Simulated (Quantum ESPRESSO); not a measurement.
# Mo: phonons with PBEsol

The system is Mo.

```
Mo
1.0
    -1.58381    1.58381    1.58381
     1.58381   -1.58381    1.58381
     1.58381    1.58381   -1.58381
Mo
1
Direct
  0.00000 0.00000 0.00000
```

```json
{
 "Program": "Quantum ESPRESSO 7.5",
 "Task": "phonons",
 "Functional": "PBEsol",
 "Potentials or basis": "GBRV 1.5 PBEsol",
 "Cutoff": "612 eV",
 "Density cutoff": "4898 eV",
 "k mesh": "10 × 10 × 10",
 "Occupations": "cold, width 0.2 eV",
 "Spin": "no spin polarisation",
 "Target pressure": "80 GPa",
 "Mixing beta": "0.5",
 "Most SCF iterations": "120",
 "SCF threshold": "2e-10 Ry"
}
```

The relaxed volume is 12.60 Å³/atom, the relaxed cell is a = 2.539 Å, b = 2.539 Å, c = 2.539 Å, α = 109.47°, β = 109.47°, γ = 109.47° and the space group after relaxing (to 0.05 Å) is Im-3m (No. 229). The pressure after relaxing is 79.6 GPa and the band gap on the k mesh is none (metal or under the smearing width). The highest phonon frequency at the q point run is 152 cm⁻¹.

The path:
| step | energy change (eV) | largest force (eV/Å) | pressure (GPa) | volume (Å³) |
| --- | --- | --- | --- | --- |
| 1 | 0.0000 | 0.0000 | -10.45 | 15.89 |
| 2 | 3.8863 | 0.0000 | 321.93 | 9.63 |
| 3 | 0.3610 | 0.0000 | 62.74 | 12.99 |
| 4 | 0.6090 | 0.0000 | 86.69 | 12.46 |
| 5 | 0.5339 | 0.0000 | 79.74 | 12.60 |
| 6 | 0.5366 | 0.0000 | 80.00 | 12.60 |

Final structure:
```cif
data_structure
_symmetry_space_group_name_H-M 'P 1'
_symmetry_Int_Tables_number 1
_cell_length_a 2.5389
_cell_length_b 2.5389
_cell_length_c 2.5389
_cell_angle_alpha 109.471
_cell_angle_beta 109.471
_cell_angle_gamma 109.471
_cell_volume 12.60
loop_
_atom_site_label
_atom_site_type_symbol
_atom_site_fract_x
_atom_site_fract_y
_atom_site_fract_z
_atom_site_occupancy
Mo1 Mo 0.00000 0.00000 0.00000 1
```

Levels at points of the mesh, in eV from the Fermi level:
| k point | band 4 | band 5 | band 6 | band 7 | band 8 | band 9 | band 10 | band 11 |
| --- | --- | --- | --- | --- | --- | --- | --- | --- |
| (0.00, 0.00, 0.00) | -34.09 | -7.94 | -2.00 | -2.00 | -2.00 | 1.90 | 1.90 | 14.78 |
| (0.00, 0.00, -0.50) | -34.14 | -6.91 | -4.73 | 2.12 | 2.61 | 2.94 | 6.37 | 12.11 |
| (-0.50, -0.50, -0.50) | -35.90 | -7.50 | -7.50 | 5.26 | 5.26 | 5.26 | 10.79 | 10.79 |

Phonon frequencies in cm⁻¹ (negative: imaginary):
```
               q point  frequencies
(0.500, -0.500, 0.500)  152 152 152
```

Phonon modes at q = (0.500, -0.500, 0.500) in reciprocal lattice units:
```
mode  symmetry  cm⁻¹
   1      T_1u   152
   2      T_1u   152
   3      T_1u   152
```

Run time: 63 s on 1 thread of Arm Neoverse V2 (shared host), peak memory 0.09 GiB.

Caveat: the mesh is thin for the phonons of a metal; the volume moved by over 15 % at a fixed basis, so the end points are rough; the cell is more than 3 GPa from zero pressure, which shifts response properties.
